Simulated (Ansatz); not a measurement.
Rh in several cubic structure types, each at its own equilibrium volume.

All numbers below come from PBE, plane waves, PAW datasets (generated hard set) in Ansatz.

Settings: cutoff 700 eV; no spin polarisation; Fermi–Dirac smearing of 0.0612 eV; k-meshes 25³ (bcc), 17³ (diamond), 25³ (fcc).

Problem. Rank the structures by energy per atom, lowest first.
A. fcc
B. diamond
C. bcc

Solution. A (0.0 meV/atom), C (348 meV/atom), B (1111 meV/atom).

Problem. Give the equilibrium volume and bulk modulus of each.

Solution. 
| structure | V₀ (Å³/atom) | B₀ (GPa) |
| --- | --- | --- |
| bcc | 14.47 | 233 |
| diamond | 20.95 | 128 |
| fcc | 14.05 | 257 |

Only these cubic types are compared here; the real ground state can be another structure or magnetic.

Model structures, not the usual forms at ambient conditions (metastable or hypothetical): Rh (bcc type), Rh (diamond type). The k-mesh is modest, so these values aren't fully converged in k.
